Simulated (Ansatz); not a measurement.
PtS2:

```xyz
3
Lattice="3.5432 0.0000 0.0000 -1.7716 3.0685 0.0000 0.0000 0.0000 5.0388" Properties=species:S:1:pos:R:3 pbc="T T T"
Pt    0.0000    0.0000    0.0000
S     1.7716    1.0228    3.8950
S     0.0000    2.0457    1.1438
```

```yaml
Program: Ansatz 0.2.0
Task: relaxation of cell and atoms
Functional: BLYP
Dispersion: D3(BJ)
Potentials_or_basis: Ansatz PAW
Cutoff: "420 eV (not typed: the program's choice for these potentials)"
k_mesh: 9 × 9 × 5
Occupations: fermi-dirac, width 0.05 eV
Spin: no spin polarisation
```

At the start: volume 18.26 Å³/atom.

Q: Where does the relaxation end?

A: It ends after 6 steps and the volume is 17.38 Å³/atom (-4.8 %); space group P-3m1 (No. 164, to 0.05 Å).

Step by step:
```
step  energy change (eV)  largest force (eV/Å)  volume (Å³)
   1              0.0000                1.9349        54.78
   2             -0.2732                0.2648        52.67
   3             -0.3040                0.0152        53.17
   4             -0.3080                0.0013        52.38
   5             -0.3082                0.0012        52.15
   6             -0.3079                0.0014        52.15
```

Final structure:
```yaml
crystal:
  lattice:
    - [3.60765, 0.00000, 0.00000]
    - [-1.80382, 3.12431, 0.00000]
    - [0.00000, 0.00000, 4.62704]
  atoms:
    - { symbol: Pt, position: [0.00000, 0.00000, 0.00000] }
    - { symbol: S, position: [0.66667, 0.33333, 0.73502] }
    - { symbol: S, position: [0.33333, 0.66667, 0.26498] }
```

Caveat: the plane-wave basis is chosen anew once the cell has moved, so the energies of steps on either side of that aren't comparable; the PAW data sets come from PBE, with cores solved anew for the run's functional, which leaves a small shift of forces and pressure.
